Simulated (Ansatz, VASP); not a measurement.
# BAs: VASP beside Ansatz

Aim: how closely do two programs agree when they are given the same cell, functional and k mesh? The cell is taken from a series of runs on this material, whose earlier steps may have relaxed, scaled, displaced or heated it; both programs get it as it stands.

Method: plane waves, with VASP 6.6.1 beside it; zone-centre phonons at LDA, in Ansatz 0.2.0.

### Step 1. Set-up

Symmetry: Imm2, No. 44, orthorhombic system. The conventional cell has a = 3.345 Å, b = 3.379 Å, c = 4.720 Å, α = 90.00°, β = 90.00°, γ = 90.00°. B has 4 As at 2.05 to 2.06 Å nearest. As has 4 B at 2.05 to 2.06 Å nearest. Farther neighbours are not listed.

Structure file:

```cif
data_structure
_symmetry_space_group_name_H-M 'Imm2'
_symmetry_Int_Tables_number 44
_cell_length_a 3.3451
_cell_length_b 3.3792
_cell_length_c 4.7197
_cell_angle_alpha 90.000
_cell_angle_beta 90.000
_cell_angle_gamma 90.000
_cell_volume 53.35
loop_
_atom_site_label
_atom_site_type_symbol
_atom_site_symmetry_multiplicity
_atom_site_Wyckoff_symbol
_atom_site_fract_x
_atom_site_fract_y
_atom_site_fract_z
_atom_site_occupancy
B1 B 2 a 0.00000 0.00000 0.00047 1
As1 As 2 b 0.50000 0.00000 0.74953 1
```

### Step 2. VASP: zone-centre phonons, LDA, pair 1

Second derivatives magnify differences that forces hide, and they need a tight electronic threshold.

Lines of VASP's logs that name or quote its potential files are left out, and so is its time.

The input, INCAR:

```
SYSTEM = BAs
PREC = Accurate
ENCUT = 500
EDIFF = 1E-08
NELM = 120
ISMEAR = 0
SIGMA = 0.01
LREAL = .FALSE.
ALGO = Normal
GGA = CA
NBANDS = 10
LORBIT = 11
LWAVE = .FALSE.
LCHARG = .FALSE.
ISIF = 2
IBRION = 8
LASPH = .TRUE.
GGA_COMPAT = .FALSE.
EFERMI = MIDGAP
KPAR = 2
```

The input, POSCAR:

```
BAs
1.0
    0.0120636614      2.3774256039      2.3598399452
    2.3774256039      0.0120636614      2.3598399452
    2.3894892653      2.3894892653      0.0000000000
B As
1 1
Direct
    0.9995256463      0.9995256463      0.0004743537
    0.7504743537      0.7504743537      0.7495256463
```

The input, KPOINTS:

```
Automatic mesh
0
Gamma
12 12 12
0 0 0
```

Potentials, in the order of the species: B and As (LDA family, release 64).

The run is started by

```sh
$ mpirun -np 2 vasp_std
```

Numbers of over 12 decimals in the logs are rounded to 6 here.

The program printed:

```text
[banner, memory and clock lines left out]
running    2 mpi-ranks, on    1 nodes
 distrk:  each k-point on    1 cores,    2 groups
 distr:  one band on    1 cores,    1 groups

 POSCAR found type information on POSCAR B As
 POSCAR found :  2 types and       2 ions
 LDA part: xc-table for (Slater(with rela. corr.)+CA(PZ))
 , standard interpolation
 POSCAR, INCAR and KPOINTS ok, starting setup
 FFT: planning ... GRIDC
 FFT: planning ... GRID_SOFT
 FFT: planning ... GRID
 WAVECAR not read
 entering main loop
       N       E                     dE             d eps       ncg     rms          rms(c)
DAV:   1     0.111628022490E+02    0.11163E+02   -0.37621E+03  5608   0.684E+02
DAV:   2    -0.129974952911E+02   -0.24160E+02   -0.22926E+02  7698   0.107E+02
DAV:   3    -0.136912218503E+02   -0.69373E+00   -0.69225E+00  6666   0.179E+01
DAV:   4    -0.136932698331E+02   -0.20480E-02   -0.20478E-02  6800   0.107E+00
DAV:   5    -0.136932731074E+02   -0.32743E-05   -0.32743E-05  6574   0.442E-02    0.517E+00
DAV:   6    -0.130232922940E+02    0.66998E+00   -0.18238E+00  6050   0.591E+00    0.244E+00
DAV:   7    -0.129380592837E+02    0.85233E-01   -0.21232E-01  6814   0.246E+00    0.899E-01
DAV:   8    -0.129245986191E+02    0.13461E-01   -0.25026E-02  6084   0.882E-01    0.103E-01
DAV:   9    -0.129246224828E+02   -0.23864E-04   -0.73275E-04  6450   0.181E-01    0.586E-02
DAV:  10    -0.129246286899E+02   -0.62071E-05   -0.85118E-05  6068   0.555E-02    0.140E-02
DAV:  11    -0.129246301183E+02   -0.14285E-05   -0.16449E-06  6786   0.945E-03    0.129E-02
DAV:  12    -0.129246299592E+02    0.15914E-06   -0.79050E-07  6202   0.395E-03    0.280E-03
DAV:  13    -0.129246299618E+02   -0.26249E-08   -0.31002E-08  6474   0.127E-03
   1 F= -.12924630E+02 E0= -.12924630E+02  d E =0.000000E+00
 Linear response reoptimize wavefunctions to high precision
DAV:   1    -0.129246299610E+02    0.80604E-09   -0.56609E-09  6188   0.351E-04
DAV:   2    -0.129246299610E+02   -0.26375E-10   -0.13241E-10  3542   0.956E-05
 Linear response DOF=           4
 Linear response progress:
  Degree of freedom:   1/  4
       N       E                     dE             d eps       ncg     rms          rms(c)
RMM:   1    -0.439590053239E-01   -0.43959E-01    0.13810E-04 41979   0.109E+00
RMM:   2    -0.409109464117E-01    0.30481E-02   -0.11149E-03 27252   0.218E-01    0.102E-01
RMM:   3    -0.409519734537E-01   -0.41027E-04   -0.14791E-04 28911   0.689E-02    0.534E-02
RMM:   4    -0.412387346166E-01   -0.28676E-03   -0.13307E-04 28231   0.638E-02    0.748E-03
RMM:   5    -0.412169547259E-01    0.21780E-04   -0.73191E-07 30057   0.697E-03    0.714E-04
RMM:   6    -0.412148050772E-01    0.21496E-05   -0.50442E-08 29894   0.560E-04    0.272E-04
RMM:   7    -0.412141247979E-01    0.68028E-06   -0.41667E-08 30576   0.257E-04    0.482E-05
RMM:   8    -0.412142203638E-01   -0.95566E-07   -0.43789E-08 31169   0.590E-05    0.132E-05
RMM:   9    -0.412141795376E-01    0.40826E-07   -0.48494E-08 31740   0.397E-05    0.172E-06
RMM:  10    -0.412141825865E-01   -0.30489E-08   -0.73256E-08 29102   0.308E-05    0.391E-07
 first order change of Fermi-energy   0.43960E-04
 force on displaced ion       1 direction 1 : -17.010   0.243   0.000
 Linear response progress:
  Degree of freedom:   2/  4
       N       E                     dE             d eps       ncg     rms          rms(c)
RMM:   1    -0.435376136164E-01   -0.43538E-01    0.24276E-03 13169   0.109E+00
RMM:   2    -0.408947603072E-01    0.26429E-02   -0.10691E-03  8792   0.213E-01    0.101E-01
RMM:   3    -0.409355873747E-01   -0.40827E-04   -0.14030E-04  9200   0.683E-02    0.530E-02
RMM:   4    -0.412199844095E-01   -0.28440E-03   -0.12641E-04  9036   0.632E-02    0.751E-03
RMM:   5    -0.411992081909E-01    0.20776E-04   -0.57143E-07  9587   0.694E-03    0.765E-04
RMM:   6    -0.411969413571E-01    0.22668E-05   -0.84457E-10  9552   0.600E-04    0.267E-04
RMM:   7    -0.411962742549E-01    0.66710E-06    0.10468E-10  9777   0.241E-04    0.665E-05
RMM:   8    -0.411962687451E-01    0.55098E-08   -0.20352E-09  9984   0.665E-05    0.184E-05
 first order change of Fermi-energy   0.36654E+00
 force on displaced ion       1 direction 3 :   0.000   0.000 -17.024
 Linear response progress:
  Degree of freedom:   3/  4
       N       E                     dE             d eps       ncg     rms          rms(c)
RMM:   1    -0.402408775747E-01   -0.40241E-01    0.28738E-02 42581   0.115E+00
RMM:   2    -0.378137940674E-01    0.24271E-02   -0.90865E-04 27677   0.217E-01    0.977E-02
RMM:   3    -0.377019255323E-01    0.11187E-03   -0.99926E-06 29722   0.268E-02    0.571E-02
RMM:   4    -0.377325845692E-01   -0.30659E-04   -0.18716E-05 29253   0.299E-02    0.317E-03
RMM:   5    -0.377274623338E-01    0.51222E-05   -0.83559E-08 30632   0.256E-03    0.850E-04
RMM:   6    -0.377240954373E-01    0.33669E-05   -0.63970E-08 30536   0.472E-04    0.135E-04
RMM:   7    -0.377234782682E-01    0.61717E-06   -0.26746E-08 31590   0.993E-05    0.455E-05
RMM:   8    -0.377234193681E-01    0.58900E-07   -0.40183E-08 31225   0.445E-05    0.147E-05
RMM:   9    -0.377234572257E-01   -0.37858E-07   -0.30647E-08 32205   0.332E-05    0.602E-07
RMM:  10    -0.377234573568E-01   -0.13102E-09    0.95783E-09 23951   0.288E-05    0.258E-07
 first order change of Fermi-energy   0.20058E-04
 force on displaced ion       2 direction 1 : -17.009   0.243   0.000
 Linear response progress:
  Degree of freedom:   4/  4
       N       E                     dE             d eps       ncg     rms          rms(c)
RMM:   1    -0.397323621068E-01   -0.39732E-01    0.31646E-02 13326   0.114E+00
RMM:   2    -0.377598130088E-01    0.19725E-02   -0.91719E-04  8929   0.214E-01    0.968E-02
RMM:   3    -0.376428757582E-01    0.11694E-03   -0.18002E-05  9523   0.268E-02    0.567E-02
RMM:   4    -0.376674658306E-01   -0.24590E-04   -0.21523E-05  9343   0.299E-02    0.316E-03
RMM:   5    -0.376639313066E-01    0.35345E-05   -0.28465E-07  9783   0.262E-03    0.117E-03
RMM:   6    -0.376599578906E-01    0.39734E-05    0.15278E-09  9701   0.661E-04    0.113E-04
RMM:   7    -0.376596353100E-01    0.32258E-06   -0.31920E-09 10047   0.101E-04    0.504E-05
RMM:   8    -0.376592969772E-01    0.33833E-06   -0.53474E-09  9421   0.727E-05    0.123E-05
RMM:   9    -0.376592848520E-01    0.12125E-07    0.21272E-09 10421   0.404E-05    0.360E-06
RMM:  10    -0.376593081934E-01   -0.23341E-07   -0.27699E-09  9409   0.333E-05    0.330E-07
RMM:  11    -0.376593082067E-01   -0.13319E-10   -0.66214E-09  6942   0.321E-05    0.957E-08
 first order change of Fermi-energy  -0.36595E+00
 force on displaced ion       2 direction 3 :   0.000   0.000 -17.022
 Linear response finished
```

Parts of OUTCAR (step 2):

```text
ion  position               nearest neighbor table
   1  1.000  1.000  0.000-   2 2.05   2 2.05   2 2.06   2 2.06
   2  0.750  0.750  0.750-   1 2.05   1 2.05   1 2.06   1 2.06

  LATTYP: Found a body centered orthorhombic cell.
 ALAT       =     3.3451269390
 B/A-ratio  =     1.0102002668
 C/A-ratio  =     1.4109120450

 Subroutine GETGRP returns: Found  4 space group operations
 (whereof  4 operations were pure point group operations)

The static configuration has the point symmetry C_2v.

 Found    280 irreducible k-points:

   k-points           NKPTS =    280   k-points in BZ     NKDIM =    280   number of bands    NBANDS=     10

   dimension x,y,z NGX =    24 NGY =   24 NGZ =   28
   dimension x,y,z NGXF=    48 NGYF=   48 NGZF=   56

   ENCUT  =  500.0 eV  36.75 Ry    6.06 a.u.   6.11  6.11  6.16*2*pi/ulx,y,z

   NELECT =       8.0000    total number of electrons

 k-points in reciprocal lattice and weights: Automatic mesh
   0.00000000  0.00000000  0.00000000       0.001
   0.08333333  0.00000000  0.00000000       0.002
   0.16666667  0.00000000  0.00000000       0.002
   0.25000000  0.00000000  0.00000000       0.002
   0.33333333  0.00000000  0.00000000       0.002
   0.41666667  0.00000000  0.00000000       0.002
   0.50000000  0.00000000  0.00000000       0.001
   0.08333333  0.08333333  0.00000000       0.001
   0.16666667  0.08333333  0.00000000       0.002
[...]
0.25000000  0.25000000  0.50000000       0.001
  -0.25000000  0.25000000  0.50000000       0.001

 average (electrostatic) potential at core
       1 -31.6784       2 -51.7721

  Total       -0.0951590     -0.0951590      0.1599398     -0.2598611      0.0000000      0.0000000
  in kB       -5.7153822     -5.7153822      9.6062053    -15.6076176      0.0000000      0.0000000
  external PRESSURE =      -0.6081864 kB  Pullay stress =       0.0000000 kB

  energy-cutoff  :      500.00
  volume of cell :       26.68
      direct lattice vectors                 reciprocal lattice vectors
     0.012063661  2.377425604  2.359839945    -0.211384140  0.211384140  0.211878776
     2.377425604  0.012063661  2.359839945     0.211384140 -0.211384140  0.211878776
     2.389489265  2.389489265  0.000000000     0.209249737  0.209249737 -0.211878776

 POSITION                                       TOTAL-FORCE (eV/Angst)
 -----------------------------------------------------------------------------------
      2.38949      2.38949      4.71744         0.000000      0.000000     -0.003050
      3.58423      3.58423      3.54200         0.000000      0.000000      0.003050
 -----------------------------------------------------------------------------------
    total drift:                                0.000000      0.000000      0.000131

 Eigenvectors and eigenvalues of the dynamical matrix
 ----------------------------------------------------

   1 f  =   21.125918 THz   132.738059 2PiTHz  704.684777 cm-1    87.369738 meV
             X         Y         Z           dx          dy          dz
      2.389489  2.389489  4.717441    -0.661024    0.661024    0.000000
      3.584234  3.584234  3.541999     0.251093   -0.251093   -0.000000

   2 f  =   20.985080 THz   131.853145 2PiTHz  699.986918 cm-1    86.787278 meV
             X         Y         Z           dx          dy          dz
      2.389489  2.389489  4.717441     0.000000    0.000000    0.934831
      3.584234  3.584234  3.541999    -0.000000   -0.000000   -0.355093

   3 f  =   20.825885 THz   130.852894 2PiTHz  694.676743 cm-1    86.128900 meV
             X         Y         Z           dx          dy          dz
      2.389489  2.389489  4.717441     0.661024    0.661024   -0.000000
      3.584234  3.584234  3.541999    -0.251092   -0.251092    0.000000

   4 f/i=    0.000170 THz     0.001071 2PiTHz    0.005687 cm-1     0.000705 meV
             X         Y         Z           dx          dy          dz
      2.389489  2.389489  4.717441     0.251092   -0.251094    0.000000
      3.584234  3.584234  3.541999     0.661021   -0.661026    0.000000

   5 f/i=    0.000213 THz     0.001338 2PiTHz    0.007102 cm-1     0.000880 meV
             X         Y         Z           dx          dy          dz
      2.389489  2.389489  4.717441    -0.251093   -0.251091    0.000000
      3.584234  3.584234  3.541999    -0.661027   -0.661022    0.000000

   6 f/i=    0.000308 THz     0.001935 2PiTHz    0.010274 cm-1     0.001274 meV
             X         Y         Z           dx          dy          dz
      2.389489  2.389489  4.717441    -0.000000   -0.000000   -0.355093
      3.584234  3.584234  3.541999    -0.000000   -0.000000   -0.934831

 ELASTIC MODULI CONTR FROM IONIC RELAXATION (kBar)
 Direction    XX          YY          ZZ          XY          YZ          ZX
 --------------------------------------------------------------------------------
 XX          -0.2281     -0.2281     -0.3812      6.8165      0.0000     -0.0000
 YY          -0.2281     -0.2281     -0.3812      6.8165     -0.0000      0.0000
 ZZ          -0.3812     -0.3812     -0.6369     11.3888      0.0000      0.0000
 XY           6.8165      6.8165     11.3888   -203.6662     -0.0000     -0.0000
 YZ           0.0000     -0.0000      0.0000     -0.0000   -199.6016     17.4313
 ZX          -0.0000      0.0000      0.0000     -0.0000     17.4313   -194.9714
 --------------------------------------------------------------------------------
```

### Step 3. Ansatz: zone-centre phonons, LDA, pair 1

Ansatz runs on its PAW soft_1 files.

The same cell, functional (in two slightly different forms) and mesh now go to Ansatz, which takes its cutoff from its data sets.

The input, input.yaml:

```yaml
crystal:
  lattice:
    - [0.0120636614, 2.3774256039, 2.3598399452]
    - [2.3774256039, 0.0120636614, 2.3598399452]
    - [2.3894892653, 2.3894892653, 0.0]
  atoms:
    - { symbol: B, position: [-0.0004743537, -0.0004743537, 0.0004743537] }
    - { symbol: As, position: [0.7504743537, 0.7504743537, 0.7495256463] }
kpoints:
  mp_grid: { grid: [12, 12, 12] }
hamiltonian:
  xc: lda
  pseudopotentials: { kind: paw, azcp: { folder: soft_1 }, xc_functional: pbe }
scf:
  occupations: { method: fixed }
output:
  eigenvalues: true
phonons:
  method: dfpt
```

The run is started by

```sh
$ ansatz run input.yaml --threads 4 --pin off --max-ram 10240MiB --backend cpu --events-out ev --progress --plain --runs-dir out
```

The program printed:

```text
zone centre: on kpoints.mp_grid the ground state, and the responses unless they are solved on pairs of k-points, stand on 476 of the mesh's 1728 k-points, reduced under 2 symmetry operations, with k and −k counted as one. Each operation leaves every solved displacement unchanged or reverses it
Engine: ansatz 0.2.0, aarch64-unknown-linux-gnu
Pseudopotentials: kind: paw
Pseudopotential: B, paw, valence charge 3, recommended cutoff 420 eV (normal), soft_1/B.paw.azcp
Pseudopotential: As, paw, valence charge 15, recommended cutoff 420 eV (normal), soft_1/As.paw.azcp
Functional definition: SPW92
  exchange = slater_x
  correlation = pw_c
Crystal: 2 atoms, lattice volume = 26.676 Å³
Basis set: ecut = 420 eV, 531 PW (Γ), exchange–correlation on 48×48×48 points (8 copies of the dense FFT grid, shifted against one another)
Bands: 13, of which v1, the nominal top of the filled ones, is band 9 counted from 1 (8 counted from 0)
Symmetry: 4 space group operations
k-points: 476 of 1728 (irreducible under 2 space group operations, time reversal used)
Non-local potential: B, projectors of the file, l = 0: 2, l = 1: 2, l = 2: 1
Non-local potential: As, projectors of the file, l = 0: 2, l = 1: 2, l = 2: 3, l = 3: 1
PAW form: soft (Blöchl's): semilocal exchange-correlation on the pseudo side does not see the compensation charge
PAW frozen core: B, regenerated for the run's functional, and the local potential with it (the file was generated under x = pbe(κ = 0.804, μ = 0.219515), c = pbe(β = 0.066725))
PAW frozen core: As, regenerated for the run's functional, and the local potential with it (the file was generated under x = pbe(κ = 0.804, μ = 0.219515), c = pbe(β = 0.066725))
PAW one-centre angular grid: B, 110 points (default); XC on 64 Gauss nodes
PAW one-centre angular grid: As, 590 points (default); XC on 64 Gauss nodes
Initial density: superposition of atomic densities (chi_scale 0.1, normalization cell, long waves kept (reshape's long-wave potential 0.00 eV rms))
Initial wavefunctions: pseudopotential atomic-orbital guess
Functional: x = slater, c = lda
SCF iter   1: F=—  HF=-4924.224370 eV  |F-HF|=—  |Δ(HF+E_count)|=         —  Δρ=7.78e-2  dr2=2.08e0  ethr=3.10e-3  ⟨swp⟩=4.3  Hψ=31492  notcnv=0  defer=610
preconditioner: auto → none  [insulator: Δε(μ)=1.688 eV  Ē_g=12.605 eV  n_scr=8 (ndim 8)  ℏωp=20.3 eV  f_vac=0.000  ε∞_Penn≈3.6]
SCF iter   2: F=—  HF=-4923.579765 eV  |F-HF|=—  |Δ(HF+E_count)|=   6.45e-1  Δρ=2.51e-2  dr2=1.48e-1  ethr=3.10e-3  ⟨swp⟩=2.3  Hψ=13311  notcnv=0  defer=673
SCF iter   3: F=—  HF=-4923.537461 eV  |F-HF|=—  |Δ(HF+E_count)|=   4.23e-2  Δρ=1.01e-2  dr2=1.86e-2  ethr=8.22e-4  ⟨swp⟩=2.1  Hψ=8794  notcnv=0  defer=908
SCF iter   4: F=—  HF=-4923.533884 eV  |F-HF|=—  |Δ(HF+E_count)|=   3.58e-3  Δρ=4.14e-3  dr2=3.51e-3  ethr=1.03e-4  ⟨swp⟩=2.5  Hψ=11195  notcnv=0  defer=940
SCF iter   5: F=—  HF=-4923.532736 eV  |F-HF|=—  |Δ(HF+E_count)|=   1.15e-3  Δρ=9.77e-4  dr2=1.61e-4  ethr=1.95e-5  ⟨swp⟩=3.2  Hψ=11426  notcnv=0  defer=951
SCF iter   6: F=—  HF=-4923.532712 eV  |F-HF|=—  |Δ(HF+E_count)|=   2.40e-5  Δρ=1.13e-4  dr2=1.75e-6  ethr=8.93e-7  ⟨swp⟩=2.9  Hψ=11418  notcnv=0  defer=946
SCF iter   7: F=—  HF=-4923.532712 eV  |F-HF|=—  |Δ(HF+E_count)|=   1.27e-7  Δρ=6.55e-6  dr2=6.48e-9  ethr=9.72e-9  ⟨swp⟩=2.0  Hψ=8101  notcnv=0  defer=4
SCF iter   8: F=—  HF=-4923.532712 eV  |F-HF|=—  |Δ(HF+E_count)|=   1.08e-9  Δρ=6.82e-7  dr2=1.21e-10  ethr=3.60e-11  ⟨swp⟩=2.9  Hψ=10284  notcnv=0  defer=4
SCF iter   9: F=-4923.532712 eV  HF=-4923.532712 eV  |F-HF|=0.00e0  |Δ(HF+E_count)|=  5.09e-11  Δρ=1.09e-7  dr2=1.46e-12  ethr=1.00e-12  ⟨swp⟩=7.8  Hψ=36852  notcnv=0
SCF 1 converged in 9 iterations: F = -4923.532712 eV  dr2 = 1.46e-12
  greatest PAW one-centre occupation: 0.999 electrons in one spin orbital (limit 2), on the As atom at site 1 (counted from 0), in its partial waves of l = 2
DFPT response loops at Γ: preconditioner auto → none (the input reference at scf.mixing.eps_inf says where Resta's filter doesn't serve); β = 0.50; Broyden in place of MSR1
SCF converged after 9 iterations
Free energy (F): -4923.532712 eV
Harris-Foulkes:  -4923.532712 eV  (|F-HF|=0.00e0)
Internal energy: -4923.532712 eV  (E = F + TS)
E sigma→0 (E₀):  -4923.532712 eV
Fermi energy:    10.793844 eV
--- Per-component energies (eV) ---
  E_band       = -219.048930
  E_kinetic    = 148.256936
  E_local      = -1942.899008  (includes V_loc(G=0)·N_el)
  E_nonlocal   = -380.016833
  E_hartree    = 1095.801250
  E_xc         = -103.358396
  E_vxc        = -113.213077  (∫ρ·V_xc dr)
  E_paw        = -2005.319850  (= ΣΔE_a)
  E_vpaw       = -122.779435  (= ΣTr[D̂ρ^β])
  E_aug_tail   = -0.000001  (compensation charges beyond the density's cutoff)
  E_ewald      = -1738.117874
  E_core_change = 2.121063  (= ΣΔE_core)
  E_smearing   = -0.000000  (= −TS)
  E_closure    = 0.000000  (closes the sum)
  Σ components = -4923.532712   (vs F -4923.532712, Δ=0.00e0)
--- Band table (eV; the first three rows and the last of 476) ---
  k-point 0: bands = [... 5 lower, -4.8373, 10.6827, 10.7647, 10.7938, 13.9657, 13.9863, 14.1225, 15.6746]
  k-point 1: bands = [... 5 lower, -4.7224, 9.6608, 10.5409, 10.5426, 14.1959, 14.2779, 14.4084, 16.2391]
  k-point 2: bands = [... 5 lower, -4.3815, 7.7203, 10.0704, 10.0815, 14.1535, 14.8848, 14.9985, 17.5089]
  k-point 475: bands = [... 5 lower, -0.5729, 2.2566, 6.4627, 6.6208, 11.9349, 12.1722, 22.1835, 22.2377]
--- Phonons (Γ-DFPT): 4 representative perturbations + reference, on 476 of 1728 k-points (Σ response iterations 12) ---
  k mesh reduced under 2 symmetry operations, with k and −k counted as one. Each operation leaves every solved displacement unchanged or reverses it
  ASR residual: 3.086e-5 → 0.000e0 eV/Å²; symmetrization residual: 6.756e-7 eV/Å²
  ASR residual per site (eV/Å²): 3.09e-5 2.12e-5
  Γ frequencies (cm⁻¹): 0.00 0.00 0.00 689.65 695.04 699.51
  non-analytic LO–TO correction: not included (Born effective charges unavailable; polar crystals: no LO–TO splitting at Γ)
```

### Step 4. Comparison

Known differences besides the potentials themselves: the two LDA forms differ slightly; fixed occupations in Ansatz, narrow Gaussian smearing in VASP; the data sets hold 18 valence electrons in Ansatz (on its PAW soft_1 files) and 8 in VASP; the cutoff is 420 eV in Ansatz and 500 eV in VASP; VASP's log shows a relativistic correction to its local exchange, Ansatz's none. Total energies have different zeros and are not compared.

Compared:

| quantity | Ansatz | VASP | difference |
| --- | --- | --- | --- |
| optical mode 1 (cm⁻¹) | 689.6 | 694.7 | -0.72 % |
| optical mode 2 (cm⁻¹) | 695.0 | 700.0 | -0.71 % |
| optical mode 3 (cm⁻¹) | 699.5 | 704.7 | -0.73 % |

Modes are paired by rising frequency, not by their patterns, so a pair may set unlike modes beside each other; they are those without the splitting of longitudinal modes.

[end of part 1 of 2]

[Lines on the potential files, build, host, timing and source positions are cut from VASP's logs without a mark.]

[Logs are printed without paths, hosts, clocks, repeated set-up lines and the standing remarks that a program may print on its own settings, such as how far it seeks lower states.]

[Hosts, paths, dates, database ids (printed as entryN), source tags and the programs' standing remarks are cut or masked in the printed files.]
